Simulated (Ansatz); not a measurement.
The system is TiSe.

```
CELL_PARAMETERS angstrom
3.55900 0.00000 0.00000
-1.77950 3.08218 0.00000
0.00000 0.00000 6.22000
ATOMIC_POSITIONS crystal
Se 0.66667 0.33333 0.75000
Se 0.33333 0.66667 0.25000
Ti 0.00000 0.00000 0.50000
Ti 0.00000 0.00000 0.00000
```

```yaml
Program: Ansatz 0.2.0
Task: relaxation of cell and atoms
Functional: PBEsol
Potentials_or_basis: Ansatz PAW
Cutoff: "420 eV (not typed: the program's choice for these potentials)"
k_mesh: 9 × 9 × 5
Occupations: fermi-dirac, width 0.05 eV
Spin: no spin polarisation
Hubbard_terms: Ti d U = 5 eV
```

At the start: volume 17.06 Å³/atom.

**Question.** Where does the relaxation end?

**Answer.** It ends after 8 steps and the volume is 17.47 Å³/atom (+2.4 %); space group P6_3/mmc (No. 194, to 0.05 Å).

Step by step:
```csv
step,energy change (eV),largest force (eV/Å),volume (Å³)
1,0.0000,0.0000,68.23
2,-0.2214,0.0000,70.54
3,-0.3207,0.0000,70.25
4,-0.3221,0.0000,69.88
5,-0.3222,0.0000,69.84
6,-0.3243,0.0000,69.84
7,-0.3243,0.0000,69.87
8,-0.3243,0.0000,69.87
```

Final structure:
```yaml
crystal:
  lattice:
    - [3.42996, 0.00000, 0.00000]
    - [-1.71498, 2.97044, 0.00000]
    - [0.00000, 0.00000, 6.85781]
  atoms:
    - { symbol: Se, position: [0.66667, 0.33333, 0.75000] }
    - { symbol: Se, position: [0.33333, 0.66667, 0.25000] }
    - { symbol: Ti, position: [0.00000, 0.00000, 0.50000] }
    - { symbol: Ti, position: [0.00000, 0.00000, 0.00000] }
```

Caveat: the plane-wave basis is chosen anew once the cell has moved, so the energies of steps on either side of that aren't comparable; U without spin polarisation on a metal has little footing; the PAW data sets come from PBE, with cores solved anew for the run's functional, which leaves a small shift of forces and pressure.
